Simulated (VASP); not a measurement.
# HfB2 (P6/mmm) in VASP: notebook, part 2 of 2

VASP 6.6.1.

### 4 Single point, PBEsol

File INCAR:

```
SYSTEM = HfB2
  PREC = Accurate
  ENCUT = 460
  EDIFF = 1E-7
  ISMEAR = 1
  SIGMA = 0.05
  LREAL = .FALSE.
  LASPH = .TRUE.
  NELM = 100
  ALGO = Normal
  ISIF = 2
  LWAVE = .FALSE.
  LCHARG = .FALSE.
  GGA = PS
  NBANDS = 12
  ADDGRID = .FALSE.
```

File KPOINTS:

```
Automatic mesh
0
G
  11 11 8
  0 0 0
```

File POSCAR:

```
HfB2
1.0
    3.1400000000      0.0000000000      0.0000000000
   -1.5700000000      2.7193197679      0.0000000000
    0.0000000000      0.0000000000      3.4800000000
Hf B
1 2
Direct
    0.0000000000      0.0000000000      0.0000000000
    0.6666666667      0.3333333333      0.5000000000
    0.3333333333      0.6666666667      0.5000000000
```

Potentials or basis: VASP PAW PBE potentials, release 64 (Hf, B).

Command:

```
$ cat potpaw_PBE.64/Hf/POTCAR potpaw_PBE.64/B/POTCAR > POTCAR
$ mpirun -np 1 vasp_std > vasp.out
```

OUTCAR:

```text
SYSTEM = HfB2
   PREC = Accurate
   ENCUT = 460
   EDIFF = 1E-7
   ISMEAR = 1
   LREAL = .FALSE.
   LASPH = .TRUE.
   NELM = 100
   ISIF = 2
   GGA = PS

 Found     80 irreducible k-points:

 Following reciprocal coordinates:
            Coordinates               Weight
  0.000000  0.000000  0.000000      1.000000
  0.090909  0.000000  0.000000      6.000000
  0.181818  0.000000  0.000000      6.000000
  0.272727  0.000000  0.000000      6.000000
  0.363636  0.000000  0.000000      6.000000
  0.454545  0.000000  0.000000      6.000000
   k-points           NKPTS =     80   k-points in BZ     NKDIM =     80   number of bands    NBANDS=     12
   number of dos      NEDOS =    301   number of ions     NIONS =      3
   total plane-waves  NPLWV =  13824
   dimension x,y,z NGX =    24 NGY =   24 NGZ =   24
   dimension x,y,z NGXF=    48 NGYF=   48 NGZF=   48
   ions per type =               1   2
   NGX,Y,Z   is equivalent  to a cutoff of  12.71, 12.71, 11.47 a.u.
   NGXF,Y,Z  is equivalent  to a cutoff of  25.41, 25.41, 22.93 a.u.
 SYSTEM =  HfB2
   PREC   = accura    normal or accurate (medium, high low for compatibility)
   ISTART =      0    job   : 0-new  1-cont  2-samecut
   ICHARG =      2    charge: 1-file 2-atom 10-const
   ISPIN  =      1    spin polarized calculation?
   LNONCOLLINEAR =      F non collinear calculations
   LSORBIT =      F    spin-orbit coupling
   LASPH  =      T    aspherical Exc in radial PAW
   ENCUT  =  460.0 eV  33.81 Ry    5.81 a.u.   5.49  5.49  6.09*2*pi/ulx,y,z
   NELM   =    100;   NELMIN=  2; NELMDL= -5     # of ELM steps
   EDIFF  = 0.1E-06   stopping-criterion for ELM
   LREAL  =      F    real-space projection
   EDIFFG = 0.1E-05   stopping-criterion for IOM
   NSW    =      0    number of steps for IOM
   IBRION =     -1    ionic relax: 0-MD 1-quasi-New 2-CG
   NFREE  =      0    steps in history (QN), initial steepest desc. (CG)
   ISIF   =      2    stress and relaxation
   ISYM   =      2    0-nonsym 1-usesym 2-fastsym
   POTIM  = 0.5000    time-step for ionic-motion
   TEBEG  =    0.0;   TEEND  =   0.0 temperature during run
   PSTRESS=    0.0 pullay stress
   NELECT =      10.0000    total number of electrons
   NUPDOWN=      -1.0000    fix difference up-down
   EMIN   =  10.00;   EMAX   =-10.00  energy-range for DOS
   EFERMI =   0.00;   METHOD = LEGACY
   ISMEAR =     1;   SIGMA  =   0.05  broadening in eV -4-tet -1-fermi 0-gaus
   EFERMI_NEDOS =   21; number of points for ismear=-14 and -15
   IALGO  =     38    algorithm
   IMIX   =      4    mixing-type and parameters
     AMIX     =   0.40;   BMIX     =  1.00
     AMIX_MAG =   1.60;   BMIX_MAG =  1.00
  volume/ion in A,a.u.               =       9.90        66.84
  Fermi-wavevector in a.u.,A,eV,Ry     =   1.138724  2.151876 17.642568  1.296692
  Thomas-Fermi vector in A             =   2.275428
   LORBIT       =      0    0 simple, 1 ext, 2 COOP (PROOUT), +10 PAW based schemes
   GGA     = PS    functional components
   LHFCALC =     F    Hartree Fock is set to
   AEXX    =    0.0000 exact exchange contribution
   IVDW    =     0    specifies the selected vdW correction
   LEPSILON=     F    determine dielectric tensor
   LRPA    =     F    only Hartree local field effects (RPA)
 non-spin polarized calculation
 Methfessel and Paxton  Order N= 1 SIGMA  =   0.05
  energy-cutoff  :      460.00
  volume of cell :       29.71
 maximum number of plane-waves:       690
 NGX is ok and might be reduce to    24
   NGX = 11   NGY = 11   NGZ = 13

 number of electron      10.0000000 magnetization

 Free energy of the ion-electron system (eV)
  ---------------------------------------------------
  ext. energy  EPLUGINS =         0.00000000
  ---------------------------------------------------
  free energy    TOTEN  =       -27.93130638 eV

  energy without entropy =      -27.93130798  energy(sigma->0) =      -27.93130691

 E-fermi :   7.6067     XC(G=0): -12.4563

 val. band max:        7.5762812138   @ k =   0.0909   0.0909   0.2500
 cond. band min:       7.8040366315   @ k =   0.2727   0.1818   0.0000
 fundamental gap:      0.2277554177
 Fermi energy:         7.6066639033

 k-point     1 :       0.0000    0.0000    0.0000
  band No.  band energies     occupation
      1      -5.8943      2.00000
      2       4.7869      2.00000
      3       4.9450      2.00000
      4       4.9450      2.00000
      5       5.0533      2.00000
      6      11.8376      0.00000
      7      11.8376      0.00000
      8      12.5014      0.00000
      9      12.5014      0.00000
     10      12.8189      0.00000
     11      12.8189      0.00000
     12      12.8824      0.00000

 k-point     2 :       0.0909    0.0000    0.0000
  band No.  band energies     occupation
      1      -5.7237      2.00000
      2       4.4451      2.00000
      3       4.8988      2.00000
      4       4.9344      2.00000
      5       4.9647      2.00000
      6      11.2653      0.00000
      7      11.7129      0.00000
      8      11.7607      0.00000
      9      12.0561      0.00000
     10      13.3976      0.00000
     11      13.7775      0.00000
     12      14.0795      0.00000

 k-point     3 :       0.1818    0.0000    0.0000
  band No.  band energies     occupation
      1      -5.2288      2.00000
      2       3.2891      2.00000
      3       4.5406      2.00000
      4       4.8685      2.00000
      5       5.3608      2.00000
      6      10.1365      0.00000
      7      11.4014      0.00000
      8      11.5160      0.00000
      9      12.1242      0.00000
     10      13.8211      0.00000
     11      14.8571      0.00000
     12      15.3332      0.00000

 k-point     4 :       0.2727    0.0000    0.0000
  band No.  band energies     occupation
      1      -4.4533      2.00000
      2       1.9092      2.00000
      3       4.1589      2.00000
      4       4.7184      2.00000
      5       5.5250      2.00000
      6       9.9977      0.00000
      7      11.0341      0.00000
      8      11.3480      0.00000
      9      11.9123      0.00000
     10      13.8895      0.00000
     11      15.8309      0.00000
     12      17.3838      0.00000

 k-point     5 :       0.3636    0.0000    0.0000
  band No.  band energies     occupation
      1      -3.4555      2.00000
      2       0.4952      2.00000
      3       3.8692      2.00000
      4       4.5407      2.00000
      5       5.2508      2.00000
      6      10.5038      0.00000
      7      10.7288      0.00000
      8      11.1445      0.00000
      9      12.7246      0.00000
     10      13.8799      0.00000
     11      17.3915      0.00000
     12      17.7802      0.00000

 k-point     6 :       0.4545    0.0000    0.0000
  band No.  band energies     occupation
      1      -2.3234      2.00000
      2      -0.8450      2.00000
      3       3.7185      2.00000
      4       4.4250      2.00000
      5       4.9750      2.00000
      6      10.0237      0.00000
      7      10.5592      0.00000
      8      12.9551      0.00000
      9      13.4457      0.00000
     10      13.9300      0.00000
     11      15.8513      0.00000
     12      18.7565      0.00000

 [... further k-points ...]

------------------------ aborting loop because EDIFF is reached ----------------------------------------

  FORCE on cell =-STRESS in cart. coord.  units (eV):
  Direction    XX          YY          ZZ          XY          YZ          ZX
  --------------------------------------------------------------------------------------
  -------------------------------------------------------------------------------------
  Total       -0.7218624     -0.7218624     -0.8341830      0.0000000      0.0000000     -0.0000000
  in kB      -38.9220587    -38.9220587    -44.9782720      0.0000000      0.0000000     -0.0000000
  external PRESSURE =     -40.9407965 kB  Pullay stress =       0.0000000 kB

 VOLUME and BASIS-vectors are now :
 -----------------------------------------------------------------------------
  energy-cutoff  :      460.00
  volume of cell :       29.71
      direct lattice vectors                 reciprocal lattice vectors
     3.140000000  0.000000000  0.000000000     0.318471338  0.183869512  0.000000000
    -1.570000000  2.719319768  0.000000000     0.000000000  0.367739025  0.000000000
     0.000000000  0.000000000  3.480000000     0.000000000  0.000000000  0.287356322

 POSITION                                       TOTAL-FORCE (eV/Angst)
 -----------------------------------------------------------------------------------
      0.00000      0.00000      0.00000        -0.000000      0.000000      0.000000
      1.57000      0.90644      1.74000         0.000000     -0.000000      0.000000
     -0.00000      1.81288      1.74000        -0.000000      0.000000     -0.000000
 -----------------------------------------------------------------------------------
    total drift:                                0.000000     -0.000000      0.000000

  FREE ENERGIE OF THE ION-ELECTRON SYSTEM (eV)
  ---------------------------------------------------
  free  energy   TOTEN  =       -27.9313063757 eV

  energy  without entropy=      -27.9313079772  energy(sigma->0) =      -27.93130691
```

OSZICAR:

```text
N       E                     dE             d eps       ncg     rms          rms(c)
DAV:   1     0.147734082164E+01    0.14773E+01   -0.41063E+03  1920   0.650E+02
DAV:   2    -0.293323783888E+02   -0.30810E+02   -0.29571E+02  2752   0.121E+02
DAV:   3    -0.301696737297E+02   -0.83730E+00   -0.82752E+00  2636   0.171E+01
DAV:   4    -0.301728772706E+02   -0.32035E-02   -0.32024E-02  2428   0.113E+00
DAV:   5    -0.301728909401E+02   -0.13670E-04   -0.13669E-04  2620   0.666E-02    0.202E+01
DAV:   6    -0.281462326346E+02    0.20267E+01   -0.36147E+00  2268   0.956E+00    0.104E+01
DAV:   7    -0.279583801791E+02    0.18785E+00   -0.70688E-01  2544   0.457E+00    0.264E+00
DAV:   8    -0.279333780142E+02    0.25002E-01   -0.75526E-02  2260   0.144E+00    0.525E-01
DAV:   9    -0.279314055206E+02    0.19725E-02   -0.71844E-03  2268   0.455E-01    0.171E-01
DAV:  10    -0.279313147166E+02    0.90804E-04   -0.57143E-04  2348   0.138E-01    0.359E-02
DAV:  11    -0.279313077297E+02    0.69869E-05   -0.35778E-05  2592   0.379E-02    0.148E-02
DAV:  12    -0.279313063665E+02    0.13632E-05   -0.28036E-06  2272   0.964E-03    0.505E-03
DAV:  13    -0.279313063757E+02   -0.92008E-08   -0.11537E-07  1960   0.190E-03
   1 F= -.27931306E+02 E0= -.27931307E+02  d E =0.160150E-05
```

stdout:

```text
POSCAR found type information on POSCAR HfB
 POSCAR found :  2 types and       3 ions
 scaLAPACK will be used
 -----------------------------------------------------------------------------
|                                                                             |
|                                                                             |
|     You enforced a specific xc type in the INCAR file but a different       |
|     I HOPE YOU KNOW WHAT YOU ARE DOING!                                     |
|                                                                             |
 -----------------------------------------------------------------------------

 LDA part: xc-table for (Slater+PW92), standard interpolation
 POSCAR, INCAR and KPOINTS ok, starting setup
 FFT: planning ... GRIDC
 FFT: planning ... GRID_SOFT
 FFT: planning ... GRID
 WAVECAR not read
 entering main loop
```

Run time: 9 s. Hardware: 1 thread of Intel Xeon Platinum 8559C (Emerald Rapids), shared host; peak memory 0.15 GiB.

The run converged, but some of its settings lie outside the range that counts as converged, so its numbers aren't taken as properties of the crystal.

What came out:

| Item | Value |
| --- | --- |
| Free energy | -27.9313 eV |
| Pressure | -4.1 GPa |
| Band gap on the k mesh | none (metal or under the smearing width) |

Caveat: the PAW data sets were made with another functional, which shifts forces and pressure a little.

### 5 Single point, PBEsol

INCAR is that of step 4.

KPOINTS is that of step 4.

File POSCAR:

```
HfB2
1.0
    3.1400000000      0.0000000000      0.0000000000
   -1.5700000000      2.7193197679      0.0000000000
    0.0000000000      0.0000000000      3.4800000000
Hf B
1 2
Direct
   -0.0142630000      0.0046330000     -0.0059370000
    0.6696320000      0.3380360000      0.4871880000
    0.3055440000      0.6904850000      0.5067950000
```

Command:

```
$ cat potpaw_PBE.64/Hf/POTCAR potpaw_PBE.64/B/POTCAR > POTCAR
$ mpirun -np 1 vasp_std > vasp.out
```

It took 42 s on 1 thread of Intel Xeon Platinum 8559C (Emerald Rapids), shared host; peak memory 0.27 GiB.

The run converged, but some of its settings lie outside the range that counts as converged, so its numbers aren't taken as properties of the crystal.

Results:

| Quantity | Value |
| --- | --- |
| Free energy | -27.7985 eV |
| Pressure | -2.4 GPa |
| Largest force | 1.779 eV/Å |
| Band gap on the k mesh | none (metal or under the smearing width) |

Caveat: the PAW data sets were made with another functional, which shifts forces and pressure a little.
